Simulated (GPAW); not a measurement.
Crystal: NaCl.

```
Cl Na
1.0
     3.50219    0.00000    0.00000
     0.00000    3.50219    0.00000
     0.00000    0.00000    3.50219
Cl Na
1 1
Direct
  0.50000 0.50000 0.50000
  0.00000 0.00000 0.00000
```

Measurements of this composition are mostly on another form, of space group No. 225.

| Property | Result |
| --- | --- |
| Program | GPAW 26.7.0 |
| Task | relaxation of cell and atoms |
| Functional | RPBE |
| Potentials or basis | the program's PAW data sets (release 1.2.1) made for this functional |
| Cutoff | 800 eV |
| Basis | pw |
| k mesh | 8 × 8 × 8 |
| Occupations | fermi-dirac, width 0.05 eV |
| Spin | no spin polarisation |

At the start: pressure 1.9 GPa; volume 21.48 Å³/atom.

Where does the relaxation end?

Over 3 steps the energy falls by 9.7 meV/atom and the volume is 23.05 Å³/atom (+7.3 %); space group Pm-3m (No. 221, to 0.05 Å).

Step by step:
```csv
step,energy change (eV),largest force (eV/Å),pressure (GPa),volume (Å³)
1,0.0000,0.0000,1.92,42.96
2,-0.0028,0.0000,1.76,43.19
3,-0.0195,0.0000,0.13,46.09
```

Final structure:
```yaml
crystal:
  lattice:
    - [3.58550, 0.00000, 0.00000]
    - [0.00000, 3.58550, 0.00000]
    - [0.00000, 0.00000, 3.58550]
  atoms:
    - { symbol: Cl, position: [0.50000, 0.50000, 0.50000] }
    - { symbol: Na, position: [0.00000, 0.00000, 0.00000] }
```

Caveat: later steps reuse the first step's grids.
